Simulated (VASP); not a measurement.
CdTe, 2 atoms in the cell. The structure is cubic, space group F-43m (No. 216). The conventional cell has a = 6.622 Å, b = 6.622 Å, c = 6.622 Å, α = 90.00°, β = 90.00°, γ = 90.00°. Cd (site symmetry -43m) has 4 Te at 2.87 Å as nearest neighbours. Around Te (site symmetry -43m) lie 4 Cd at 2.87 Å. 

```yaml
Program: VASP 6.6.1
Task: relaxation of cell and atoms
Functional: PBE
Potentials_or_basis: VASP PAW PBE potentials, release 64 (Cd, Te)
Cutoff: 600 eV
k_mesh: 8 × 8 × 8
Occupations: gaussian, width 0.03 eV
Spin: no spin polarisation
Further_INCAR_settings: ALGO = Normal; EDIFF = 1e-07; IBRION = 2; EDIFFG = -0.005; NSW = 90; ISIF = 3
```

Potentials or basis: VASP PAW PBE potentials, release 64 (Cd, Te).

Run with:

```console
$ cat potpaw_PBE.64/Cd/POTCAR potpaw_PBE.64/Te/POTCAR > POTCAR
$ mpirun -np 1 vasp_std > vasp.out
```

Hardware: 1 thread of Intel(R) Xeon(R) 6975P-C (Granite Rapids), with other jobs on the host.

Problem. Estimate the wall time of this run.

Solution. Wall time 18 s on 1 thread of Intel(R) Xeon(R) 6975P-C (Granite Rapids), on a shared host, peak memory 0.25 GiB. Counts: scf iterations 14, k points 29, ion steps 1.
